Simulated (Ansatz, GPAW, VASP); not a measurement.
## One calculation of FeO, 3 ways

```xyz
2
Lattice="0.0000 2.1554 2.1554 2.1554 0.0000 2.1554 2.1554 2.1554 0.0000" Properties=species:S:1:pos:R:3 pbc="T T T"
Fe    0.0000    0.0000    0.0000
O     2.1554    2.1554    2.1554
```

Alike in all runs: task single point; functional PBE; k mesh 11 × 11 × 11; occupations gaussian, width 0.02 eV; collinear spin, ferromagnetic start; no spin-orbit coupling. The measured crystal is an antiferromagnetic insulator; the state found here is the runs' own. Pressure is positive in compression and, in plane waves, holds the error of the finite cutoff.

| program and potentials | plane-wave cutoff (eV) | notes | pressure (GPa) | net moment per atom (μB) |
| --- | --- | --- | --- | --- |
| VASP, PBE PAW files Fe, O, 500 eV | 500 | - | -0.24 | 2.00 |
| GPAW, GPAW PAW data sets (gpaw-data 1.2.1) | 800 | - | 0.76 | 2.00 |
| Ansatz, all-electron LAPW, scalar-relativistic | - | - | ? | ? |

Problem. Estimate from the other rows what the run with Ansatz, all-electron LAPW, scalar-relativistic gave.

Solution. Pressure -0.36 GPa; net moment per atom 2.00 μB. The other rows, which needn't bracket it: pressure -0.24 to 0.76; net moment per atom 2.00.
